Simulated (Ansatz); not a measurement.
## H started in the widest void in zincblende BN, 65 atoms, charge −1

A calculation with Ansatz 0.2.0 (PAW, plane waves); the settings stand in the input.

Input:

```yaml
crystal:
  lattice:
    - [7.211591, 0.000000, 0.000000]
    - [0.000000, 7.211591, 0.000000]
    - [0.000000, 0.000000, 7.211591]
  atoms:
    - { symbol: B, position: [0.999716, 0.999568, 0.999869] }
    - { symbol: B, position: [0.999999, 0.999881, 0.500078] }
    - { symbol: B, position: [0.000155, 0.499895, 0.000288] }
    - { symbol: B, position: [0.997146, 0.499444, 0.499731] }
    - { symbol: B, position: [0.499945, 0.999894, 0.000164] }
    - { symbol: B, position: [0.499560, 0.997141, 0.499716] }
    - { symbol: B, position: [0.499585, 0.499452, 0.997282] }
    - { symbol: B, position: [0.493505, 0.493486, 0.493630] }
    - { symbol: B, position: [0.249917, 0.249770, 0.997705] }
    - { symbol: B, position: [0.255242, 0.255228, 0.494242] }
    - { symbol: B, position: [0.249224, 0.749075, 0.000261] }
    - { symbol: B, position: [0.249613, 0.751713, 0.499488] }
    - { symbol: B, position: [0.749321, 0.249166, 0.000140] }
    - { symbol: B, position: [0.751718, 0.249496, 0.499462] }
    - { symbol: B, position: [0.749602, 0.749457, 0.999621] }
    - { symbol: B, position: [0.749060, 0.748939, 0.499855] }
    - { symbol: B, position: [0.249883, 0.997526, 0.250034] }
    - { symbol: B, position: [0.249282, 0.999841, 0.749501] }
    - { symbol: B, position: [0.256416, 0.492924, 0.256550] }
    - { symbol: B, position: [0.249590, 0.499226, 0.751897] }
    - { symbol: B, position: [0.749340, 0.999850, 0.249412] }
    - { symbol: B, position: [0.749579, 0.999353, 0.749725] }
    - { symbol: B, position: [0.751749, 0.499232, 0.249742] }
    - { symbol: B, position: [0.749081, 0.499595, 0.749220] }
    - { symbol: B, position: [0.997572, 0.249768, 0.250066] }
    - { symbol: B, position: [0.999984, 0.249178, 0.749479] }
    - { symbol: B, position: [0.000112, 0.749079, 0.249369] }
    - { symbol: B, position: [0.999466, 0.749460, 0.749757] }
    - { symbol: B, position: [0.493986, 0.255351, 0.255516] }
    - { symbol: B, position: [0.499320, 0.249493, 0.751867] }
    - { symbol: B, position: [0.499335, 0.751715, 0.249760] }
    - { symbol: B, position: [0.499714, 0.748944, 0.749211] }
    - { symbol: N, position: [0.125134, 0.125031, 0.125276] }
    - { symbol: N, position: [0.124548, 0.124398, 0.625770] }
    - { symbol: N, position: [0.124583, 0.625443, 0.124738] }
    - { symbol: N, position: [0.124799, 0.624785, 0.625023] }
    - { symbol: N, position: [0.625635, 0.124390, 0.124702] }
    - { symbol: N, position: [0.624873, 0.124695, 0.625016] }
    - { symbol: N, position: [0.624880, 0.624781, 0.124934] }
    - { symbol: N, position: [0.625094, 0.624950, 0.625239] }
    - { symbol: N, position: [0.375442, 0.374968, 0.115639] }
    - { symbol: N, position: [0.374477, 0.374408, 0.634272] }
    - { symbol: N, position: [0.374963, 0.874945, 0.123773] }
    - { symbol: N, position: [0.374837, 0.874730, 0.626284] }
    - { symbol: N, position: [0.875028, 0.374846, 0.123773] }
    - { symbol: N, position: [0.874760, 0.374714, 0.626294] }
    - { symbol: N, position: [0.874954, 0.874823, 0.124861] }
    - { symbol: N, position: [0.874818, 0.874717, 0.625064] }
    - { symbol: N, position: [0.375213, 0.115762, 0.375400] }
    - { symbol: N, position: [0.374969, 0.123492, 0.875154] }
    - { symbol: N, position: [0.374708, 0.634392, 0.374847] }
    - { symbol: N, position: [0.374829, 0.625996, 0.874929] }
    - { symbol: N, position: [0.874999, 0.123486, 0.375112] }
    - { symbol: N, position: [0.874938, 0.124581, 0.875086] }
    - { symbol: N, position: [0.874784, 0.625997, 0.374977] }
    - { symbol: N, position: [0.874838, 0.624791, 0.874977] }
    - { symbol: N, position: [0.115527, 0.374943, 0.375606] }
    - { symbol: N, position: [0.123635, 0.374858, 0.875170] }
    - { symbol: N, position: [0.123620, 0.874939, 0.375105] }
    - { symbol: N, position: [0.124707, 0.874821, 0.875104] }
    - { symbol: N, position: [0.634163, 0.374438, 0.374646] }
    - { symbol: N, position: [0.626146, 0.374715, 0.874898] }
    - { symbol: N, position: [0.626139, 0.874730, 0.374982] }
    - { symbol: N, position: [0.624912, 0.874705, 0.874963] }
    - { symbol: H, position: [0.374447, 0.375019, 0.374523] }
  symmetry: { detect: false }
kpoints:
  mp_grid: { grid: [1, 1, 1], shift: [0.25, 0.25, 0.25] }
hamiltonian:
  xc: pbesol
total_charge: -1
scf:
  occupations: { method: fermi_dirac, width: 0.01 }
neb:
  images: 5
  f_tol: 0.06
  max_iterations: 90
  relax_end_points: true
  final_atoms:
    - { symbol: B, position: [0.999716, 0.999568, 0.999869] }
    - { symbol: B, position: [0.999999, 0.999881, 0.500078] }
    - { symbol: B, position: [0.000155, 0.499895, 0.000288] }
    - { symbol: B, position: [0.997146, 0.499444, 0.499731] }
    - { symbol: B, position: [0.499945, 0.999894, 0.000164] }
    - { symbol: B, position: [0.499560, 0.997141, 0.499716] }
    - { symbol: B, position: [0.499585, 0.499452, 0.997282] }
    - { symbol: B, position: [0.493505, 0.493486, 0.493630] }
    - { symbol: B, position: [0.249917, 0.249770, 0.997705] }
    - { symbol: B, position: [0.255242, 0.255228, 0.494242] }
    - { symbol: B, position: [0.249224, 0.749075, 0.000261] }
    - { symbol: B, position: [0.249613, 0.751713, 0.499488] }
    - { symbol: B, position: [0.749321, 0.249166, 0.000140] }
    - { symbol: B, position: [0.751718, 0.249496, 0.499462] }
    - { symbol: B, position: [0.749602, 0.749457, 0.999621] }
    - { symbol: B, position: [0.749060, 0.748939, 0.499855] }
    - { symbol: B, position: [0.249883, 0.997526, 0.250034] }
    - { symbol: B, position: [0.249282, 0.999841, 0.749501] }
    - { symbol: B, position: [0.256416, 0.492924, 0.256550] }
    - { symbol: B, position: [0.249590, 0.499226, 0.751897] }
    - { symbol: B, position: [0.749340, 0.999850, 0.249412] }
    - { symbol: B, position: [0.749579, 0.999353, 0.749725] }
    - { symbol: B, position: [0.751749, 0.499232, 0.249742] }
    - { symbol: B, position: [0.749081, 0.499595, 0.749220] }
    - { symbol: B, position: [0.997572, 0.249768, 0.250066] }
    - { symbol: B, position: [0.999984, 0.249178, 0.749479] }
    - { symbol: B, position: [0.000112, 0.749079, 0.249369] }
    - { symbol: B, position: [0.999466, 0.749460, 0.749757] }
    - { symbol: B, position: [0.493986, 0.255351, 0.255516] }
    - { symbol: B, position: [0.499320, 0.249493, 0.751867] }
    - { symbol: B, position: [0.499335, 0.751715, 0.249760] }
    - { symbol: B, position: [0.499714, 0.748944, 0.749211] }
    - { symbol: N, position: [0.125134, 0.125031, 0.125276] }
    - { symbol: N, position: [0.124548, 0.124398, 0.625770] }
    - { symbol: N, position: [0.124583, 0.625443, 0.124738] }
    - { symbol: N, position: [0.124799, 0.624785, 0.625023] }
    - { symbol: N, position: [0.625635, 0.124390, 0.124702] }
    - { symbol: N, position: [0.624873, 0.124695, 0.625016] }
    - { symbol: N, position: [0.624880, 0.624781, 0.124934] }
    - { symbol: N, position: [0.625094, 0.624950, 0.625239] }
    - { symbol: N, position: [0.375442, 0.374968, 0.115639] }
    - { symbol: N, position: [0.374477, 0.374408, 0.634272] }
    - { symbol: N, position: [0.374963, 0.874945, 0.123773] }
    - { symbol: N, position: [0.374837, 0.874730, 0.626284] }
    - { symbol: N, position: [0.875028, 0.374846, 0.123773] }
    - { symbol: N, position: [0.874760, 0.374714, 0.626294] }
    - { symbol: N, position: [0.874954, 0.874823, 0.124861] }
    - { symbol: N, position: [0.874818, 0.874717, 0.625064] }
    - { symbol: N, position: [0.375213, 0.115762, 0.375400] }
    - { symbol: N, position: [0.374969, 0.123492, 0.875154] }
    - { symbol: N, position: [0.374708, 0.634392, 0.374847] }
    - { symbol: N, position: [0.374829, 0.625996, 0.874929] }
    - { symbol: N, position: [0.874999, 0.123486, 0.375112] }
    - { symbol: N, position: [0.874938, 0.124581, 0.875086] }
    - { symbol: N, position: [0.874784, 0.625997, 0.374977] }
    - { symbol: N, position: [0.874838, 0.624791, 0.874977] }
    - { symbol: N, position: [0.115527, 0.374943, 0.375606] }
    - { symbol: N, position: [0.123635, 0.374858, 0.875170] }
    - { symbol: N, position: [0.123620, 0.874939, 0.375105] }
    - { symbol: N, position: [0.124707, 0.874821, 0.875104] }
    - { symbol: N, position: [0.634163, 0.374438, 0.374646] }
    - { symbol: N, position: [0.626146, 0.374715, 0.874898] }
    - { symbol: N, position: [0.626139, 0.874730, 0.374982] }
    - { symbol: N, position: [0.624912, 0.874705, 0.874963] }
    - { symbol: H, position: [0.499447, 0.250019, 0.499523] }
```

Started with:

```sh
ansatz run in.yaml --threads 8 --pin off --max-ram 118750MiB --runs-dir r --events-out ev --progress --plain --backend cuda --devices 0, --max-vram 170GiB
```

The output:

```
9     0.00477975     0.00081093
  atom  36  N     -0.00030625     0.00306290     0.00244876
  atom  37  N      0.00542146     0.00000004    -0.00069518
  atom  38  N      0.00179816     0.00060779     0.00182579
  atom  39  N      0.00206575     0.00266635     0.00040799
  atom  40  N      0.00290005     0.00286628     0.00259408
  atom  41  N      0.00367775     0.00190066     0.00195055
  atom  42  N     -0.00096767    -0.00039403     0.00401718
  atom  43  N      0.00199871     0.00311147    -0.00101438
  atom  44  N      0.00065334     0.00200563     0.00308338
  atom  45  N      0.00179824     0.00217134    -0.00113810
  atom  46  N      0.00089149     0.00148263     0.00282721
  atom  47  N      0.00090570     0.00156320     0.00136143
  atom  48  N     -0.00017243     0.00049769     0.00001898
  atom  49  N      0.00240646     0.00328498     0.00263500
  atom  50  N      0.00133423     0.00005909     0.00226751
  atom  51  N      0.00008783     0.00635725     0.00060802
  atom  52  N      0.00141062     0.00326946     0.00094191
  atom  53  N      0.00230704    -0.00046541     0.00157940
  atom  54  N      0.00109594     0.00100128     0.00073863
  atom  55  N      0.00074480     0.00364568     0.00131754
  atom  56  N     -0.00024488     0.00210578    -0.00000677
  atom  57  N      0.00125051     0.00154139     0.00298263
  atom  58  N     -0.00030667     0.00225356     0.00189385
  atom  59  N     -0.00081173     0.00321938     0.00232751
  atom  60  N      0.00046392     0.00181996     0.00089506
  atom  61  N      0.00505138    -0.00043213    -0.00081370
  atom  62  N      0.00211868     0.00169972     0.00079777
  atom  63  N      0.00266365     0.00171253     0.00077338
  atom  64  N      0.00074026     0.00016274    -0.00013967
  atom  65  H     -0.00222814    -0.00209433    -0.00331156
  max |Σ_I F_I| component: 1.31e-4 eV/Å
End of that report.
Error: Image 6 of the NEB, an end point, was to be relaxed (`neb.relax_end_points`), and it is not shown to lie in another minimum than the other end point. Relax both end points, each by itself: where they come to one geometry there is no path between them; else run the band between what they come to
```

The run did not converge.
